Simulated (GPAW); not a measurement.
# Fe (P6_3/mmc) in GPAW: single point with r2SCAN

Aim: the single point of Fe with r2SCAN.

All numbers are computed with GPAW 26.7.0; they aren't measurements. Logs are shortened: lines on timing, memory, paths and dates and some standing lists are left out, and cuts for length are marked. The log counts tension as positive stress, the text compression.

### 1 The cell of the first run

The structure is hexagonal, space group P6_3/mmc (No. 194). The conventional cell has a = 2.367 Å, b = 2.367 Å, c = 3.737 Å, α = 90.00°, β = 90.00°, γ = 120.00°. Fe (site symmetry -6m2) is surrounded by 12 Fe at 2.31 to 2.37 Å.

This isn't the form of Fe at room conditions, which is bcc.

### 2 Single point, r2SCAN, collinear spin, antiferromagnetic start (volume scaled by 0.92)

Input file run.py:

```python
from ase.dft.bandgap import bandgap
from ase.io import read, write
from ase.units import GPa
from gpaw import GPAW, PW

atoms = read('Fe.cif')
atoms.set_initial_magnetic_moments([4.0, -4.0])

calc = GPAW(mode=PW(450),
            xc='MGGA_X_R2SCAN+MGGA_C_R2SCAN',
            kpts={'size': (10, 10, 6), 'gamma': True},
            occupations={'name': 'fermi-dirac', 'width': 0.05},
            nbands=19,
            maxiter=120,
            txt='gpaw.txt')
atoms.calc = calc
energy = atoms.get_potential_energy()
forces = atoms.get_forces()
stress = atoms.get_stress()
calc.write('gs.gpw')
write('result.traj', atoms)
print(f'Energy: {energy:.6f} eV')
print('Forces (eV/A):')
print(forces.round(4))
print('Stress (GPa):', (stress / GPa).round(3))
print('Moments:', calc.get_magnetic_moments().round(3))
print('Fermi level:', round(calc.get_fermi_level(), 4), 'eV')
print(f'Gap: {bandgap(calc)[0]:.4f} eV, direct: {bandgap(calc, direct=True)[0]:.4f} eV')
```

Input file Fe.cif:

```cif
data_Fe
_cell_length_a 2.36743447
_cell_length_b 2.36743447
_cell_length_c 3.73662254
_cell_angle_alpha 90.00000000
_cell_angle_beta 90.00000000
_cell_angle_gamma 120.00000000
_space_group_name_H-M_alt 'P6_3/mmc'
_space_group_name_Hall '-P 6c 2c'
_space_group_IT_number 194
loop_
_space_group_symop_operation_xyz
'x,y,z'
'-x,-y,-z'
'x-y,x,z+1/2'
'-x+y,-x,-z+1/2'
'-y,x-y,z'
'y,-x+y,-z'
'-x,-y,z+1/2'
'x,y,-z+1/2'
'-x+y,-x,z'
'x-y,x,-z'
'y,-x+y,z+1/2'
'-y,x-y,-z+1/2'
'-y,-x,-z+1/2'
'y,x,z+1/2'
'-x,-x+y,-z'
'x,x-y,z'
'-x+y,y,-z+1/2'
'x-y,-y,z+1/2'
'y,x,-z'
'-y,-x,z'
'x,x-y,-z+1/2'
'-x,-x+y,z+1/2'
'x-y,-y,-z'
'-x+y,y,z'
loop_
_atom_site_label
_atom_site_type_symbol
_atom_site_symmetry_multiplicity
_atom_site_Wyckoff_symbol
_atom_site_fract_x
_atom_site_fract_y
_atom_site_fract_z
_atom_site_occupancy
Fe1 Fe 2 c 0.6666666667 0.3333333333 0.7500000000 1
```

Potentials or basis: GPAW PAW data sets (gpaw-data 1.2.1), pw.

Started as:

```console
$ OMP_NUM_THREADS=1 python run.py
```

gpaw.txt:

```text
__  _  _
 | _ |_)|_||  |
 |__||  | ||/\| - 26.7.0

Input parameters:
  mode=PW(ecut=450.00000000000006),
  kpts=MonkhorstPack(size=(10, 10, 6), gamma=True),
  maxiter=120,
  nbands=19,
  occupations=Occupations(name='fermi-dirac', width=0.05),
  xc=XC(name='MGGA_X_R2SCAN+MGGA_C_R2SCAN')

Diagonalizing LCAO Hamiltonian
Converting LCAO to pw mode

          Fe

        Fe

Atoms  # Å, Bohr magnetons
|   | symbol |         x |        y |        z |    initial magnetic moments |
|---|--------|-----------|----------|----------|-----------------------------|
| 0 |     Fe |  1.183717 | 0.683419 | 2.802467 | ( 0.0000,  0.0000,  4.0000) |
| 1 |     Fe | -0.000000 | 1.366839 | 0.934156 | ( 0.0000,  0.0000, -4.0000) |

Unit cell  # Å
| periodic |         x |        y |        z |  lengths |     angles |
|----------|-----------|----------|----------|----------|------------|
|      yes |  2.367434 | 0.000000 | 0.000000 | 2.367434 |  90.000000 |
|      yes | -1.183717 | 2.050258 | 0.000000 | 2.367434 |  90.000000 |
|      yes |  0.000000 | 0.000000 | 3.736623 | 3.736623 | 120.000000 |

Number of symmetries: 6
Symmetry operations  # r_c * U_cc + t_c -> r_c
|   | kind |            matrix            |
|---|------|------------------------------|
| 0 |  σ   |  1, 1, 0,  0,-1, 0,  0, 0, 1 |
| 1 |  E   |  1, 0, 0,  0, 1, 0,  0, 0, 1 |
| 2 |  C3  |  0, 1, 0, -1,-1, 0,  0, 0, 1 |
| 3 |  σ   |  0,-1, 0, -1, 0, 0,  0, 0, 1 |
| 4 |  σ   | -1, 0, 0,  1, 1, 0,  0, 0, 1 |
| 5 |  C3  | -1,-1, 0,  1, 0, 0,  0, 0, 1 |

BZ-sampling:
  Number of BZ points: 600
  Number of IBZ points: 72

  Monkhorst-Pack size: [10, 10, 6]
  Monkhorst-Pack shift: [0.05, 0.05, 0.08333333333333333]

K-points  # in reciprocal-cell coordinates
|     |                                coordinates |     weight |
|-----|--------------------------------------------|------------|
|   0 | (  0.00000000,   0.00000000,   0.00000000) | 0.00166667 |
|   1 | (  0.00000000,   0.00000000,   0.16666667) | 0.00333333 |
|   2 | (  0.00000000,   0.00000000,   0.33333333) | 0.00333333 |
|   3 | (  0.00000000,   0.00000000,   0.50000000) | 0.00166667 |
|   4 | (  0.10000000,   0.00000000,  -0.33333333) | 0.01000000 |
|   5 | (  0.10000000,   0.00000000,  -0.16666667) | 0.01000000 |
|   6 | (  0.10000000,   0.00000000,   0.00000000) | 0.01000000 |
|   7 | (  0.10000000,   0.00000000,   0.16666667) | 0.01000000 |
|   8 | (  0.10000000,   0.00000000,   0.33333333) | 0.01000000 |
|   9 | (  0.10000000,   0.00000000,   0.50000000) | 0.01000000 |
| ... |                                            |            |
|  71 | (  0.50000000,   0.50000000,   0.50000000) | 0.00500000 |

Plane wave coefficients: 408
Cutoff: 450.00000000000006 eV

Spin-components: 2 (collinear spins)
Bands:           19
Projectors:      12
Spin-degeneracy: 1
Datatype:        complex128

Parallelization:
  kpt:    1
  domain: 1
  band:   1

Density:
  Valence electrons: 16.0
  Components: 2
  Grid points: [12 12 20]
  Charge: 0.0  # |e|

Potential:
  Grid points: [12 12 20]

species:
  Fe:
    name:    Iron
    Z:       26.0
    valence: 8
    core:    18
    charge:  0.0  # [|e|]
    compensation charges:
      type: gauss
      rc: 0.33  # [Å]
      lmax: 2
    cutoffs:
      filter: 2.06  # [Å]
      core: 2.67  # [Å]
    projectors
    | kind |    occ | energy [eV] | rcut [Å] |
    |------|--------|-------------|----------|
    |   4s |  2.000 |      -5.291 |    1.164 |
    |   4p |  0.000 |      -1.326 |    1.058 |
    |   3d |  6.000 |      -7.505 |    1.058 |
    |    s |        |      21.920 |    1.164 |
    |    p |        |      25.885 |    1.058 |
    |    d |        |      19.706 |    1.058 |

    Using partial waves for Fe as LCAO basis

Reference energy: -69238.909200  # eV

eigensolver:
  PPCG
  Converge bands: occupied
  niter=2

density mixing:
  MSR1-Mixer
  Pratt-step length: 0.05
  Maximum mixing coefficient: 0.75
  Old densities: 10
  SVD Regularization: 0.005
  Good broyden scale: 1.0
  Trust region scale: 1.0
  Backstep threshold: 4.0
  History deletion threshold: 6.0
  Fourier metric: weight=20.0, sigma=0.015

occupation numbers:
  Fermi-Dirac:
    width: 0.0500  # eV

poisson solver:
  ecut: 3600.0000000000005  # eV

xc functional:
  name: MGGA_X_R2SCAN+MGGA_C_R2SCAN with 2 nearest neighbor stencil

convergence criteria:
- Maximum [total energy] change in last 3 cyles: 0.0005 eV / valence electron
- Maximum integral of absolute [dens]ity change: 0.0001 electrons / valence electron
- Maximum integral of absolute [eigenst]ate change: 4e-08 eV^2 / valence electron
maximum number of iterations: 120

SCF iterations
|iter     | |      energy | eigst |  dens |  magmom |
|---------|-|-------------|-------|-------|---------|
|iter:   1| |  -25.502824 | +0.29 |       |  +0.0000|
|iter:   2| |  -25.541378 | -0.84 | -0.67 |  +0.0000|
|iter:   3| |  -26.487349 | -1.14 | -0.71 |  +0.0000|
|iter:   4| |  -26.949889 | -1.58 | -0.89 |  -0.0000|
|iter:   5| |  -27.114133 | -2.61 | -1.24 |  +0.0003|
|iter:   6| |  -27.221645 | -2.65 | -1.43 |  -0.0034|
|iter:   7| |  -27.169922 | -3.29 | -1.32 |  -0.0004|
|iter:   8| |  -27.181529 | -3.17 | -1.58 |  -0.0005|
|iter:   9| |  -27.202532 | -2.51 | -1.67 |  +0.0077|
|iter:  10| |  -27.208745 | -3.34 | -2.04 |  +0.0044|
|iter:  11| |  -27.210877 | -3.61 | -2.40 |  +0.0043|
|iter:  12| |  -27.211521c| -4.21 | -2.60 |  +0.0032|
|iter:  13| |  -27.212260c| -4.33 | -2.82 |  +0.0023|
|iter:  14| |  -27.213036c| -4.42 | -2.82 |  +0.0017|
|iter:  15| |  -27.213794c| -3.79 | -2.81 |  -0.0002|
|iter:  16| |  -27.214069c| -4.53 | -2.80 |  +0.0008|
|iter:  17| |  -27.214083c| -4.59 | -3.22 |  +0.0002|
|iter:  18| |  -27.214143c| -5.82 | -3.13 |  -0.0002|
|iter:  19| |  -27.214135c| -5.97 | -3.78 |  -0.0003|
|iter:  20| |  -27.214165c| -6.16 | -3.91 |  -0.0001|
|iter:  21| |  -27.214152c| -6.07 | -4.15c|  -0.0002|
|iter:  22| |  -27.214161c| -6.82 | -4.29c|  -0.0001|
|iter:  23| |  -27.214161c| -7.79c| -4.87c|  -0.0001|

Converged in 23 steps
Energy contributions relative to reference atoms: (reference = -69238.909200)

Energy contributions:
  Kinetic:          30.204688
  Coulomb:         -24.922524
  Zero:              0.380940
  External:          0.000000
  Xc:              -32.868884
  Entropy:          -0.016764
  Spinorbit:         0.000000
  ----------------------------
  Free energy:     -27.222543
  Extrapolated:    -27.214161

dipole moment: (-0.000013, -0.000020, -0.000037)  # |e|*Ang

Total magnetic moment: (0.000000, 0.000000, -0.000095)

Local magnetic moments
|        x |        y |         z |
|----------|----------|-----------|
| 0.000000 | 0.000000 |  0.947849 |  # Fe   0
| 0.000000 | 0.000000 | -0.947961 |  # Fe   1

Fermi level: 13.592
Eigenvalues  # (at kpt = [0.000, 0.000, 0.000])
| band index |      eig [eV] | occ [0-1] |      eig [eV] | occ [0-1] |
|------------|---------------|-----------|---------------|-----------|
|          0 |         3.264 |     1.000 |         3.264 |     1.000 |
|          1 |         7.550 |     1.000 |         7.550 |     1.000 |
|          2 |        11.199 |     1.000 |        11.199 |     1.000 |
|          3 |        11.200 |     1.000 |        11.200 |     1.000 |
|          4 |        11.699 |     1.000 |        11.699 |     1.000 |
|          5 |        12.221 |     1.000 |        12.221 |     1.000 |
[... 9 lines left out ...]
|         15 |        38.669 |     0.000 |        38.669 |     0.000 |
|         16 |        38.687 |     0.000 |        38.685 |     0.000 |
|        ... |               |           |               |           |
|         18 |        39.188 |     0.000 |        39.187 |     0.000 |

No gap
No difference between direct/indirect transitions

Forces  # eV/Ang
|        x |        y |        z |
|----------|----------|----------|
| -0.00000 |  0.00000 |  0.00000 |  # Fe   0
|  0.00000 | -0.00000 | -0.00000 |  # Fe   1

Stress tensor  # eV/Ang^3
|         x |         y |         z |
|-----------|-----------|-----------|
| -0.230886 |  0.000000 |  0.000000 |
|  0.000000 | -0.230886 |  0.000000 |
|  0.000000 |  0.000000 | -0.294844 |

# Writing to gs.gpw (mode='')
```

Run time: 100 s. Hardware: 1 thread of Arm Neoverse V2, shared host; peak memory 0.22 GiB.

What came out:

```
Free energy            : -27.2225 eV
Pressure               : 40.4 GPa
Band gap on the k mesh : none (metal or under the smearing width)
Net moment             : 0.00 μB per cell
Site moments           : Fe +0.95, -0.95 μB
```

Caveat: the cutoff is short for stress and forces, so pressures can be off by a GPa or more; the PAW data sets were made with another functional, which shifts forces and pressure a little; the moment fell far below its start of 4 μB, so a state of higher moment may lie lower in energy.
